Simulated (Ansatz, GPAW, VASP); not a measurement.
## One calculation of ZnS, 4 ways

```
Zn S
1.0
     0.00000    2.70200    2.70200
     2.70200    0.00000    2.70200
     2.70200    2.70200    0.00000
Zn S
1 1
Cartesian
  4.0530 4.0530 4.0530
  0.0000 0.0000 0.0000
```

Alike in all runs: task single point; functional PBE; k mesh 9 × 9 × 9; occupations gaussian, width 0.016 eV; no spin polarisation; no spin-orbit coupling. Pressure is positive in compression and, in plane waves, holds the error of the finite cutoff, which Ansatz's Pulay term estimates and takes out.

```
                        program and potentials  plane-wave cutoff (eV)                             notes  pressure (GPa)
                            Ansatz, Ansatz PAW                     420  Pulay term of +0.07 GPa included            1.60
             VASP, PBE PAW files S, Zn, 520 eV                     520                                 -            1.76
    GPAW, GPAW PAW data sets (gpaw-data 1.2.1)                     600                                 -            1.62
Ansatz, all-electron LAPW, scalar-relativistic                       -                                 -            1.61
```

The pressure spans 1.60 (Ansatz, Ansatz PAW) to 1.76 GPa (VASP, PBE PAW files S, Zn, 520 eV), with all-electron results at 1.61.

The functional is the same throughout but for its coding, so the spread measures potentials, basis and numerics; runs on potential files found faulty are left out.

All four runs give a positive pressure, so this zincblende cell is smaller than the one PBE would choose. That is expected near the measured lattice constant: PBE tends to underbind semiconductors such as ZnS, and its equilibrium volume comes out too large. The compression therefore reflects the functional rather than any real stress in the crystal.

Ansatz PAW and GPAW lie very close to the all-electron 1.61 GPa, while VASP stands apart at 1.76 GPa. The finite cutoff is an unlikely cause, since an incomplete plane-wave basis normally makes the computed pressure too low, and correcting for it would move VASP further from the all-electron value. The PAW data are a more probable source, perhaps through the treatment of the Zn core and 3d shell, though the comparison can't isolate it. Against the stiffness of ZnS, the discrepancy amounts to only a slight shift in lattice constant, well below the usual error of PBE itself. A single volume can't show whether the codes would also agree on the bulk modulus.
